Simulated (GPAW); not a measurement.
Wanted: an ASE script for a GPAW 26.7.0 run.

```yaml
Task: single point
Functional: PBE
Potentials_or_basis: GPAW PAW data sets (gpaw-data 1.2.1)
Cutoff: 600 eV
Basis: pw
k_mesh: 13 × 13 × 13
Occupations: gaussian, width 0.015 eV
Spin: collinear spin, ferromagnetic start
Starting_moments: "[3.0] μB"
Maxiter: 150
```

The structure of Fe lies in Fe.xyz:

```xyz
1
Lattice="-1.4430000000 1.4430000000 1.4430000000 1.4430000000 -1.4430000000 1.4430000000 1.4430000000 1.4430000000 -1.4430000000" Properties=species:S:1:pos:R:3 pbc="T T T"
Fe     0.0000000000      0.0000000000      0.0000000000
```

These files were run (other wordings do the same):

run.py

```python
from ase.dft.bandgap import bandgap
from ase.io import read, write
from ase.units import GPa
from gpaw import GPAW, PW

atoms = read('Fe.xyz')
atoms.set_initial_magnetic_moments([3.0])

calc = GPAW(mode=PW(600),
            xc='PBE',
            kpts={'size': (13, 13, 13), 'gamma': True},
            occupations={'name': 'methfessel-paxton', 'order': 0, 'width': 0.015},
            nbands=12,
            convergence={'density': 1e-05, 'energy': 1e-05},
            maxiter=150,
            txt='gpaw.txt')
atoms.calc = calc
energy = atoms.get_potential_energy()
forces = atoms.get_forces()
stress = atoms.get_stress()
calc.write('gs.gpw')
write('result.traj', atoms)
print(f'Energy: {energy:.6f} eV')
print('Forces (eV/A):')
print(forces.round(4))
print('Stress (GPa):', (stress / GPa).round(3))
print('Moments:', calc.get_magnetic_moments().round(3))
print('Fermi level:', round(calc.get_fermi_level(), 4), 'eV')
print(f'Gap: {bandgap(calc)[0]:.4f} eV, direct: {bandgap(calc, direct=True)[0]:.4f} eV')
```

Potentials or basis: GPAW PAW data sets (gpaw-data 1.2.1), pw.

Command:

```sh
$ OMP_NUM_THREADS=1 python run.py
```

Results of the run:

| Quantity | Value |
| --- | --- |
| Pressure | -8.0 GPa |
| Band gap on the k mesh | none (metal or under the smearing width) |
| Net moment | 2.25 μB per cell |
| Site moments | Fe +2.30 μB |

Run time: 24 s on 1 thread of Arm Neoverse V1, on a shared host, peak memory 0.14 GiB.
